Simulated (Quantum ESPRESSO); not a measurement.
RbBr under changes of volume

One of the cells (40.248 Å³/atom); the others are scaled copies at fixed shape and fractional positions:

```
Rb Br
1.0
     0.00000    3.42700    3.42700
     3.42700    0.00000    3.42700
     3.42700    3.42700    0.00000
Rb Br
1 1
Direct
  0.00000 0.00000 0.00000
  0.50000 0.50000 0.50000
```

| Property | Result |
| --- | --- |
| Program | Quantum ESPRESSO 7.5 |
| Functional | LDA |
| Potentials or basis | PseudoDojo 0.4.1 SR LDA standard |
| Cutoff | 599 eV |
| Density cutoff | 2395 eV |
| k mesh | 7 × 7 × 7 |
| Occupations | fermi-dirac, width 0.05 eV |
| Spin | no spin polarisation |

| volume (Å³/atom) | energy over the lowest point (meV/atom) | pressure (GPa) | gap on the mesh (eV) |
| --- | --- | --- | --- |
| 37.833 | 0.00 | -0.4 | 4.10 |
| 38.638 | 2.67 | -0.7 | 4.05 |
| 39.443 | 6.90 | -1.0 | 4.00 |
| 40.248 | 12.48 | -1.3 | 3.95 |
| 41.053 | 19.23 | -1.5 | 3.90 |
| 41.858 | 27.00 | -1.7 | 3.86 |
| 42.663 | ? | ? | ? |

Problem. What does the run at 42.663 Å³/atom give?

Solution. Energy over the lowest point 35.67 meV/atom; pressure -1.8 GPa; gap on the mesh 3.82 eV.

Worked out: A Birch-Murnaghan fit of order 3 (a polynomial in V^(-2/3)) to the other rows has its minimum at 37.07 Å³/atom, just outside them, with B0 = V·E''(V) = 18.7 GPa and B' = 5.4. It gives 35.64 meV/atom at 42.663 Å³/atom, against the run's 35.67, and -dE/dV = -1.8 GPa, against -1.8. A straight line through the other rows of the gap, of slope -2.4 eV per unit of ln V (its deformation potential), extrapolates to 3.81 eV, against the run's 3.82.

Energies are extrapolated to zero smearing.

Caveats: an odd mesh through Γ misses points on the zone boundary, where band edges often lie (some runs).

Spin-orbit coupling on Br, Rb is left out.
